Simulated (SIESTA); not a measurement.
**Au: equation of state with PBE**

The system is Au.

```xyz
1
Lattice="0.0000 2.0350 2.0350 2.0350 0.0000 2.0350 2.0350 2.0350 0.0000" Properties=species:S:1:pos:R:3 pbc="T T T"
Au    0.0000    0.0000    0.0000
```

```yaml
Program: SIESTA 5.4.2
Task: equation of state
Functional: PBE
Potentials_or_basis: PseudoDojo 0.4 standard (PBE files)
Basis: SZ (energy shift 0.003 Ry)
Grid_cutoff: 800 Ry
Energy_shift: 0.003 Ry
k_mesh: 11 × 11 × 11
Occupations: fermi-dirac, width 0.05 eV
Spin: no spin polarisation
```

```
Equilibrium volume : outside the volumes run
```

Energy against volume, from the lowest point:
```csv
volume (Å³/atom),energy (meV/atom)
15.843,510.47
16.181,393.25
16.518,290.65
16.855,201.22
17.192,124.11
17.529,57.39
17.866,0.00
```

All runs of the series together: 21 s on 1 thread of AMD EPYC 9R45 96-Core Processor (Zen 5) (shared host).

Caveat: the basis has no polarisation orbitals; short orbitals over semicore shells can move pressures by several GPa; the basis of atomic orbitals isn't converged, which shifts pressures, moduli and gaps. Spin-orbit coupling is left out, which matters for the levels of Au.
